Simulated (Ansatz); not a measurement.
# MgO (P6_3mc) in Ansatz: notebook

The runs below take MgO through single point, with HSE06 form with a typed share of exact exchange.

Everything below comes from runs of Ansatz 0.2.0. Logs are shortened: lines on timing, memory, paths and dates and some standing lists are left out, and cuts for length are marked.

### 1 The structure

The structure is hexagonal, space group P6_3mc (No. 186). Conventional cell: a = 3.308 Å, b = 3.308 Å, c = 4.983 Å, α = 90.00°, β = 90.00°, γ = 120.00°. Mg (site symmetry 3m) has 4 O at 1.97 to 1.99 Å as nearest neighbours. Around O (site symmetry 3m) lie 4 Mg at 1.97 to 1.99 Å.

Measurements of this composition are mostly on another form, of space group No. 225.

### 2 Single point, HSE06 form with a typed share of exact exchange

input reads:

```
crystal:
  lattice:
    - [3.3077869865, 0.0, 0.0]
    - [-1.6538934933, 2.8646275606, 0.0]
    - [0.0, 0.0, 4.98288167]
  atoms:
    - { symbol: Mg, position: [0.6666666667, 0.3333333333, 0.50215974] }
    - { symbol: Mg, position: [0.3333333333, 0.6666666667, 0.00215974] }
    - { symbol: O, position: [0.6666666667, 0.3333333333, 0.90244026] }
    - { symbol: O, position: [0.3333333333, 0.6666666667, 0.40244026] }
hamiltonian:
  xc: { exchange: pbe, correlation: pbe, exx: { coeff: 0.25, omega: 0.2 } }
  pseudopotentials: { kind: paw }
kpoints:
  mp_grid: { grid: [5, 5, 3] }
scf:
  occupations: { method: fermi_dirac, width: 0.05 }
output:
  forces: true
  stress: true
  eigenvalues: true
```

Potentials or basis: Ansatz PAW.

The program printed:

```text
Warning: output.stress: scf.convergence.dr2_threshold = 1e-7 eV (the SCF's general default) is looser than the 4e-10 eV advised for a printed stress (1e-10 eV for each atom of the cell: 4). What an SCF threshold leaves in a stress goes as its square root, and in the free energy as the threshold itself, and one threshold admits the most on a small cell: of the crystals measured, under no hybrid functional and no lock of the moments, on runs that ended without the residual-converged pass, on stresses that held no estimate of that error, the worst erred by over 100 MPa in a component at 1e-7 eV an atom and by under 5 at 1e-10. Set scf.convergence.dr2_threshold to 4e-10 eV or tighter. The threshold is an SCF's pass mark: one that does not reach it within its budget of iterations ends unconverged, or closes short of it on a stop that the run arms, and scf.convergence.dr2_threshold's page says what that costs each kind of run
Warning: output.stress: scf.exx.energy_threshold = 1e-6 eV is looser than the 4e-8 eV advised for a stress under a hybrid functional (1e-8 eV for each atom of the cell: 4). Every SCF of the exchange loop can meet its threshold on dr2 while the loop round them stops early: no threshold on dr2 bounds what that leaves in the stress. Set scf.exx.energy_threshold to 4e-8 eV or tighter. The threshold is the loop's pass mark: a loop that does not reach it within its budget of cycles ends unconverged, and scf.exx.energy_threshold's page has the law
GPUs: using 1 of 1 available (devices: 1).
Engine: ansatz 0.2.0, x86_64-unknown-linux-gnu
Pseudopotentials: kind: paw
Pseudopotential: Mg, paw, valence charge 10, recommended cutoff 420 eV (normal), Mg.paw.azcp
Pseudopotential: O, paw, valence charge 6, recommended cutoff 420 eV (normal), O.paw.azcp
Functional definition: unnamed
  parameter a_1 = 0.25
  parameter omega_1 = 0.2/angstrom
  exchange = pbe_x + (-a_1)*pbe_x_sr(omega_1) + a_1*exact_x_sr(omega_1)
  correlation = pbe_c
device memory: the entry about to start is reckoned to put 0.5 GiB on a device that reports 66.9 GiB free (of which the cap on the GPU budget leaves the run 18.0 GiB)
GPU FFT provider: cuFFT
GPU libraries: cuBLAS 13.8.2, cuFFT 12.4.0, cuSOLVER 12.3.4
Crystal: 4 atoms, lattice volume = 47.216 Å³
Basis set: ecut = 420 eV, 929 PW (Γ), exchange–correlation on 48×48×72 points (8 copies of the dense FFT grid, shifted against one another)
Bands: 20, of which v1, the nominal top of the filled ones, is band 16 counted from 1 (15 counted from 0)
Symmetry: 12 space group operations
Space group: P63mc (ITA 186), of the structure as read, at distance tolerance 3.6e-5 Å
k-points: 10 of 75 (time reversal used)
Non-local potential: Mg, projectors of the file, l = 0: 3, l = 1: 2, l = 2: 1
Non-local potential: O, projectors of the file, l = 0: 2, l = 1: 2, l = 2: 1
PAW form: soft (Blöchl's): semilocal exchange-correlation on the pseudo side does not see the compensation charge
PAW frozen core: Mg, regenerated for the run's functional, and the local potential with it (the file was generated under x = pbe(κ = 0.804, μ = 0.2195149727645171), c = pbe(β = 0.06672455060314922))
PAW frozen core: O, regenerated for the run's functional, and the local potential with it (the file was generated under x = pbe(κ = 0.804, μ = 0.2195149727645171), c = pbe(β = 0.06672455060314922))
PAW one-centre angular grid: Mg, 110 points (default); XC on 96 Gauss nodes
PAW one-centre angular grid: O, 110 points (default); XC on 96 Gauss nodes
Initial density: superposition of atomic densities (neutral atoms: chi_scale 0, normalization atom), corrected by the library's trained network
Initial wavefunctions: pseudopotential atomic-orbital guess
GPU buffer pool allocated for 20736 grid points (all kernels)
[... 34 lines left out ...]
Frozen-core exchange: fock
SCF iter   1: F=—  HF=-4988.324252 eV  |F-HF|=—  |Δ(HF+E_count)|=         —  Δρ=5.01e-5  dr2=5.39e-7  ethr=1.09e-6  ⟨swp⟩=3.5  Hψ=433  notcnv=0
preconditioner: auto → none  [insulator: Δε(μ)=5.099 eV  Ē_g=16.461 eV  σ=0.050 eV  W_gap=1.00  n_scr=22 (ndim 8)  ℏωp=21.6 eV  f_vac=0.049  D(μ)=0.00/eV (n_scr^D=0)]
SCF iter   2: F=—  HF=-4988.324253 eV  |F-HF|=—  |Δ(HF+E_count)|=   6.65e-7  Δρ=1.76e-5  dr2=7.88e-8  ethr=1.60e-9  ⟨swp⟩=4.0  Hψ=668  notcnv=0
SCF iter   3: F=—  HF=-4988.324253 eV  |F-HF|=—  |Δ(HF+E_count)|=   1.99e-8  Δρ=5.51e-6  dr2=6.90e-9  ethr=2.20e-10  ⟨swp⟩=3.2  Hψ=433  notcnv=0
SCF iter   4: F=-4988.324253 eV  HF=-4988.324253 eV  |F-HF|=3.91e-9  |Δ(HF+E_count)|=   4.91e-8  Δρ=3.72e-6  dr2=4.19e-9  ethr=1.56e-11  ⟨swp⟩=4.2  Hψ=653  notcnv=0
SCF 3 converged in 4 iterations: F = -4988.324253 eV  dr2 = 4.19e-9
  Residual-converged pass: ⟨swp⟩=2.8  Hψ=374  notcnv=0  max |occ|·‖R‖ = 5.8e-7 eV (tolerance 6.3e-7 eV)  dr2=4.19e-9  dr2_onsite=6.74e-10  max |Δocc| = 0.0e0
hybrid outer 2: dexx = +2.445e-7 eV, tail = 3.04e-8 eV, Δε = 1.72e-3 eV (about 7.48e-5 eV left of the loop's levels), ΔF = 4.03e-3 eV/Å (tail 7.09e-4)
hybrid SCF converged: 2 outer / 10 inner (+2 warm-up), last move |dexx| = 2.45e-7 eV, tail = 3.04e-8 eV
Stability not checked: this state was not tested for a lower state beside it, because the functional holds exact exchange (a hybrid, or Hartree-Fock), whose exchange loop this test does not read (fock_operator; see scf.lower_state_search)
Free energy (F): -4988.324253 eV
Frozen-core exchange: fock
Harris-Foulkes:  -4988.324253 eV  (|F-HF|=3.91e-9)
Internal energy: -4988.324253 eV  (E = F + TS)
E sigma→0 (E₀):  -4988.324253 eV
Fermi energy:    6.393412 eV
--- Per-component energies (eV) ---
  E_band       = -762.216549
  E_kinetic    = 510.980507
  E_local      = -3732.846197  (includes V_loc(G=0)·N_el)
  E_nonlocal   = 282.631692
  E_hartree    = 1333.039950
  E_xc         = -168.441948
  E_vxc        = -213.783854  (∫ρ·V_xc dr)
  E_exx        = -143.232179  (= α·E_x^exact, valence–valence)
  E_paw        = -797.365104  (= ΣΔE_a)
  E_vpaw       = 11.183191  (= ΣTr[D̂ρ^β])
  E_aug_tail   = 0.004902  (compensation charges beyond the density's cutoff)
  E_ewald      = -2272.972765
  E_core_change = -0.123111  (= ΣΔE_core)
  E_smearing   = -0.000000  (= −TS)
  E_closure    = 0.000000  (closes the sum)
  Σ components = -4988.324253   (vs F -4988.324253, Δ=-9.09e-13)
--- Forces (eV/Å), atoms counted from 1 ---
  atom   1  Mg     0.00000000    -0.00000000     0.03333021
  atom   2  Mg    -0.00000000     0.00000000     0.03333021
  atom   3  O     -0.00000000    -0.00000000    -0.03342510
  atom   4  O     -0.00000000     0.00000000    -0.03342510
  max |Σ_I F_I| component: 1.90e-4 eV/Å
--- Stress (GPa, compression-positive) ---
       -0.745272      -0.000000      -0.000000
       -0.000000      -0.745272      -0.000000
       -0.000000      -0.000000      -0.240840
  P = ⅓ Tr σ = -0.5771 GPa (-5.771 kbar)
--- Band table (eV; the first three rows and the last of 10) ---
  k-point 0: bands = ["-72.3449", "-72.3403", "-37.2922", "-37.2422", "-37.2375", "-37.2375", "-37.2283", "-37.2283", "-13.9340", "-13.0675", "0.3585", "2.9821", "2.9821", "3.3591", "3.3591", "3.8385", "8.9381", "14.2092", "16.1873", "19.8870"]
  k-point 1: bands = ["-72.3438", "-72.3415", "-37.2798", "-37.2547", "-37.2352", "-37.2352", "-37.2306", "-37.2306", "-13.7274", "-13.2948", "1.0020", "2.6266", "3.0731", "3.0731", "3.2612", "3.2612", "10.3643", "12.7097", "17.7419", "20.0187"]
  k-point 2: bands = ["-72.3440", "-72.3402", "-37.2874", "-37.2466", "-37.2456", "-37.2405", "-37.2385", "-37.2298", "-13.7295", "-13.0042", "0.7529", "2.0570", "2.5220", "2.7531", "3.3566", "3.6736", "10.4769", "15.0339", "15.8441", "17.2701"]
  k-point 9: bands = ["-72.3411", "-72.3407", "-37.2785", "-37.2745", "-37.2514", "-37.2457", "-37.2453", "-37.2405", "-13.1042", "-13.0199", "0.7021", "1.0283", "1.7915", "2.3544", "3.0540", "3.3515", "13.6160", "13.6853", "15.8906", "16.3163"]
```

Run time: 4 s. Hardware: 1 × NVIDIA H100 80GB HBM3 with 2 threads of AMD EPYC 7R13 (Zen 3), shared host; peak memory 1.6 GiB.

What came out:

```yaml
Free_energy: -4988.3243 eV
Pressure: -0.6 GPa
Largest_force: 0.033 eV/Å
Band_gap_on_the_k_mesh: 5.10 eV, direct
```

Forces in eV/Å, atoms in the order of the input:
```
Mg   0.000  0.000  0.033
Mg   0.000  0.000  0.033
O    0.000  0.000 -0.033
O    0.000  0.000 -0.033
```

Stress tensor (GPa, compression positive):
```
-0.75  0.00  0.00
 0.00 -0.75  0.00
 0.00  0.00 -0.24
```

Caveat: the k mesh is coarse (spacing up to 0.44 Å⁻¹), so the values aren't converged, least of all with exact exchange; odd divisions of the mesh miss points on the zone boundary, where band edges often lie, so the gap on the mesh can be too wide; the pressure holds a Pulay correction of +0.3 GPa for the finite cutoff; the PAW data sets come from PBE, with cores solved anew for the run's functional, which leaves a small shift of forces and pressure; the thresholds are loose for stress.

### 3 Single point, HSE06 form with a typed share of exact exchange

input, as its differences from that of step 2:

```diff
@@ -11,3 +11,3 @@
 hamiltonian:
-  xc: { exchange: pbe, correlation: pbe, exx: { coeff: 0.25, omega: 0.2 } }
+  xc: { exchange: pbe, correlation: pbe, exx: { coeff: 0.25, omega: 0.3 } }
   pseudopotentials: { kind: paw }
@@ -21 +21,5 @@
   eigenvalues: true
+  write_density: true
+  write_potential: true
+  elf: true
+  volumetric_format: npy
```

Potentials or basis: Ansatz PAW.

Run time: 3.9 s. Hardware: 1 × NVIDIA H100 80GB HBM3 with 2 threads of AMD EPYC 7R13 (Zen 3), shared host; peak memory 1.6 GiB.

It converged, with:

| Quantity | Value |
| --- | --- |
| Free energy | -4988.2415 eV |
| Pressure | -0.5 GPa |
| Largest force | 0.033 eV/Å |
| Band gap on the k mesh | 4.84 eV, direct |

Forces in eV/Å, atoms in the order of the input:
```
Mg   0.000  0.000  0.033
Mg   0.000  0.000  0.033
O    0.000  0.000 -0.033
O    0.000  0.000 -0.033
```

Stress tensor (GPa, compression positive):
```
-0.63  0.00  0.00
 0.00 -0.63  0.00
 0.00  0.00 -0.12
```

Levels at points of the mesh, in eV from the valence-band top:
```
           k point  band 13  band 14  band 15  band 16  band 17  band 18  band 19  band 20
(0.00, 0.00, 0.00)    -0.85    -0.48    -0.48     0.00     4.84    10.07    12.04    15.74
```

Caveat: the k mesh is coarse (spacing up to 0.44 Å⁻¹), so the values aren't converged, least of all with exact exchange; odd divisions of the mesh miss points on the zone boundary, where band edges often lie, so the gap on the mesh can be too wide; the pressure holds a Pulay correction of +0.3 GPa for the finite cutoff; the PAW data sets come from PBE, with cores solved anew for the run's functional, which leaves a small shift of forces and pressure; the thresholds are loose for stress.
